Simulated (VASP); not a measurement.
All values below come from PBE GGA with D4 dispersion, VASP's PBE PAW potentials (set 64) (plane waves; VASP).

VASP input:

POSCAR:
```
CsCl
1
    4.1522984955     0.0000000000     0.0000000000
    0.0000000000     4.1522984955     0.0000000000
    0.0000000000     0.0000000000     4.1522984955
Cs Cl
1 1
Direct
  0.0000000000   0.0000000000   0.0000000000
  0.5000000000   0.5000000000   0.5000000000
```

**INCAR**
```
LWAVE = .False.
IVDW = 13
LMAXMIX = 4   ! l cut-off of mixed one-centre charges
SIGMA = 0.05
SYSTEM = CsCl
GGA = PE   ! PBE
ISMEAR = 0
ICHARG = 11   ! fixed density
NELM = 100   ! most electronic steps
LORBIT = 11
PREC = Accurate
LASPH = .True.
LREAL = .False.   ! projection in real space or not
EDIFF = 1E-7   ! SCF stop (eV)
ENCUT = 520   ! plane-wave cut-off (eV)
LCHARG = .False.
ALGO = Normal   ! blocked Davidson
```

File KPOINTS:
```
k-points along high-symmetry lines
15
Line-mode
Reciprocal
  0.000000   0.000000   0.000000 ! GAMMA
  0.000000   0.500000   0.000000 ! X

  0.000000   0.500000   0.000000 ! X
  0.500000   0.500000   0.000000 ! M

  0.500000   0.500000   0.000000 ! M
  0.000000   0.000000   0.000000 ! GAMMA

  0.000000   0.000000   0.000000 ! GAMMA
  0.500000   0.500000   0.500000 ! R

  0.500000   0.500000   0.500000 ! R
  0.000000   0.500000   0.000000 ! X

  0.500000   0.500000   0.500000 ! R
  0.500000   0.500000   0.000000 ! M
```

POTCAR, in this order: Cs_sv Cl (PBE.64 set). Program: vasp_std. Read from the step before: CHGCAR.

The resulting files:

OUTCAR:
```
 ion  position               nearest neighbor table
   1  0.000  0.000  0.000-
   2  0.500  0.500  0.500-
  LATTYP: Found a simple cubic cell.
 ALAT       =     4.1522984955
 Subroutine PRICEL returns:
 Original cell was already a primitive cell.
 Subroutine GETGRP returns: Found 48 space group operations
The static configuration has the point symmetry O_h .
The dynamic configuration has the point symmetry O_h .
 Subroutine INISYM returns: Found 48 space group operations
   k-points           NKPTS =     90   k-points in BZ     NKDIM =     90   number of bands    NBANDS=     12
   number of dos      NEDOS =    301   number of ions     NIONS =      2
   total plane-waves  NPLWV =  32768
   dimension x,y,z NGX =    32 NGY =   32 NGZ =   32
   dimension x,y,z NGXF=    64 NGYF=   64 NGZF=   64
   ions per type =               1   1
   PREC   = accura    normal or accurate (medium, high low for compatibility)
   ISTART =      0    job   : 0-new  1-cont  2-samecut
   ICHARG =     11    charge: 1-file 2-atom 10-const
   ISPIN  =      1    spin polarized calculation?
   LNONCOLLINEAR =      F non collinear calculations
   LSORBIT =      F    spin-orbit coupling
   INIWAV =      1    electr: 0-lowe 1-rand  2-diag
   ENCUT  =  520.0 eV  38.22 Ry    6.18 a.u.   7.72  7.72  7.72*2*pi/ulx,y,z
   NELM   =    100;   NELMIN=  2; NELMDL= -5     # of ELM steps
   EDIFF  = 0.1E-06   stopping-criterion for ELM
   LREAL  =      F    real-space projection
   NLSPLINE    = F    spline interpolate recip. space projectors
   LMAXMIX     =    4 max onsite mixed and CHGCAR
   VOSKOWN=      0    Vosko Wilk Nusair interpolation
   EDIFFG = 0.1E-05   stopping-criterion for IOM
   NSW    =      0    number of steps for IOM
   NBLOCK =      1;   KBLOCK =      1    inner block; outer block
   IBRION =     -1    ionic relax: 0-MD 1-quasi-New 2-CG
   NFREE  =      0    steps in history (QN), initial steepest desc. (CG)
   ISIF   =      2    stress and relaxation
   ISYM   =      2    0-nonsym 1-usesym 2-fastsym
   TEIN   =    0.0    initial temperature
   TEBEG  =    0.0;   TEEND  =   0.0 temperature during run
   SMASS  =  -3.00    Nose mass-parameter (am)
   PSTRESS=    0.0 pullay stress
   NELECT =      16.0000    total number of electrons
   EFERMI =   0.00;   METHOD = LEGACY
   ISMEAR =     0;   SIGMA  =   0.05  broadening in eV -4-tet -1-fermi 0-gaus
   IALGO  =     38    algorithm
   LDIAG  =      T    sub-space diagonalisation (order eigenvalues)
   IMIX   =      4    mixing-type and parameters
     AMIX     =   0.40;   BMIX     =  1.00
     AMIX_MAG =   1.60;   BMIX_MAG =  1.00
     AMIN     =   0.10
   GGA     = PE    functional components
   VOSKOWN =     0    Vosko Wilk Nusair interpolation
   LHFCALC =     F    Hartree Fock is set to
   LHFONE  =     F    Hartree Fock one center treatment
   AEXX    =    0.0000 exact exchange contribution
   IVDW    =    13    specifies the selected vdW correction
   LEPSILON=     F    determine dielectric tensor
   LRPA    =     F    only Hartree local field effects (RPA)
  energy-cutoff  :      520.00
  volume of cell :       71.59
      direct lattice vectors                 reciprocal lattice vectors
     4.152298496  0.000000000  0.000000000     0.240830470  0.000000000  0.000000000
     0.000000000  4.152298496  0.000000000     0.000000000  0.240830470  0.000000000
     0.000000000  0.000000000  4.152298496     0.000000000  0.000000000  0.240830470
 k-point     1 :   0.0000 0.0000 0.0000  plane waves:    1935
 k-point     2 :   0.0000 0.0357 0.0000  plane waves:    1935
 k-point     3 :   0.0000 0.0714 0.0000  plane waves:    1919
 k-point     4 :   0.0000 0.1071 0.0000  plane waves:    1907
 k-point     5 :   0.0000 0.1429 0.0000  plane waves:    1919
 k-point     6 :   0.0000 0.1786 0.0000  plane waves:    1935
 k-point     7 :   0.0000 0.2143 0.0000  plane waves:    1939
 k-point     8 :   0.0000 0.2500 0.0000  plane waves:    1955
 k-point     9 :   0.0000 0.2857 0.0000  plane waves:    1940
 k-point    10 :   0.0000 0.3214 0.0000  plane waves:    1924
...
```

**OSZICAR**
```
       N       E                     dE             d eps       ncg     rms          rms(c)
DAV:   1     0.964352399169E+02    0.96435E+02   -0.69475E+03  2160   0.114E+03
DAV:   2     0.602194727325E+00   -0.95833E+02   -0.89654E+02  3344   0.188E+02
DAV:   3    -0.649854332637E+01   -0.71007E+01   -0.70572E+01  2732   0.579E+01
DAV:   4    -0.658374129806E+01   -0.85198E-01   -0.85148E-01  2500   0.748E+00
DAV:   5    -0.658495628868E+01   -0.12150E-02   -0.12148E-02  2724   0.886E-01
DAV:   6    -0.658498678894E+01   -0.30500E-04   -0.30499E-04  2576   0.140E-01
DAV:   7    -0.658498775331E+01   -0.96437E-06   -0.96430E-06  2728   0.226E-02
DAV:   8    -0.658498778775E+01   -0.34440E-07   -0.34443E-07  2492   0.407E-03
   1 F= -.68776721E+01 E0= -.68776721E+01  d E =-.174230E-19
```

File OUTCAR:
```
 val. band max:       -0.4270745354   @ k =   0.0000   0.0000   0.0000

 cond. band min:       4.7383059286   @ k =   0.0000   0.0000   0.0000



 k-point     1 :       0.0000    0.0000    0.0000
  band No.  band energies     occupation
      1     -19.8370      2.00000
      2     -12.5762      2.00000
      3      -6.3383      2.00000
      4      -6.3383      2.00000
      5      -6.3383      2.00000
      6      -0.4271      2.00000
      7      -0.4271      2.00000
      8      -0.4271      2.00000
      9       4.7383      0.00000
     10       4.9863      0.00000
     11       4.9863      0.00000
     12       9.5244      0.00000

 k-point     2 :       0.0000    0.0357    0.0000
  band No.  band energies     occupation
      1     -19.8361      2.00000
      2     -12.5766      2.00000
      3      -6.3456      2.00000
      4      -6.3367      2.00000
      5      -6.3367      2.00000
      6      -0.4451      2.00000
      7      -0.4297      2.00000
      8      -0.4297      2.00000
      9       4.7698      0.00000
     10       4.9948      0.00000
     11       5.0164      0.00000
     12       9.5135      0.00000

 k-point     3 :       0.0000    0.0714    0.0000
  band No.  band energies     occupation
      1     -19.8334      2.00000
      2     -12.5777      2.00000
      3      -6.3671      2.00000
      4      -6.3321      2.00000
      5      -6.3321      2.00000
      6      -0.4975      2.00000
      7      -0.4373      2.00000
      8      -0.4373      2.00000
      9       4.8618      0.00000
     10       5.0201      0.00000
     11       5.1063      0.00000
     12       9.4783      0.00000

 k-point     4 :       0.0000    0.1071    0.0000
  band No.  band energies     occupation
      1     -19.8290      2.00000
      2     -12.5797      2.00000
      3      -6.4013      2.00000
      4      -6.3245      2.00000
      5      -6.3245      2.00000
      6      -0.5791      2.00000
      7      -0.4497      2.00000
...
```

The density is held fixed in this step, so its total energy and stress have no physical meaning. Unless said otherwise, spin-orbit coupling is left out, though it shifts the bands of the heavy elements here.

The compound is CsCl in the CsCl type structure. It was relaxed first.
